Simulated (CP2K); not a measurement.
Crystal: ZrB2.

```xyz
3
Lattice="3.1700 0.0000 0.0000 -1.5850 2.7453 0.0000 0.0000 0.0000 3.5330" Properties=species:S:1:pos:R:3 pbc="T T T"
Zr    0.0000    0.0000    0.0000
B     1.5850    0.9151    1.7665
B     0.0000    1.8302    1.7665
```

Program: CP2K 2026.2. Alike in all runs: task band structure; level PBE; no spin polarisation; cell as given; k mesh 10 × 10 × 8; smearing fermi-dirac 0.05 eV.

Q: Order these runs on this cell by their pressure, lowest first.
A. potentials or basis GTH_POTENTIALS Zr GTH-PBE-q12, B GTH-PBE-q3; DZVP-MOLOPT-SR-GTH basis; ADDED_MOS [15]
B. potentials or basis GTH_POTENTIALS Zr GTH-PBE-q12, B GTH-PBE-q3; SZV-MOLOPT-SR-GTH basis; ADDED_MOS [9]
C. potentials or basis POTENTIAL_UZH Zr GTH-PBE-q12, B GTH-PBE-q3; ccGRB-D basis; ADDED_MOS [15]

A: B (-3.8 GPa), A (0.5 GPa), C (2.8 GPa).

Caveats: the basis of atomic orbitals isn't converged, which shifts pressures, moduli and gaps; a minimal basis gives rough bond lengths, pressures and levels (some runs).
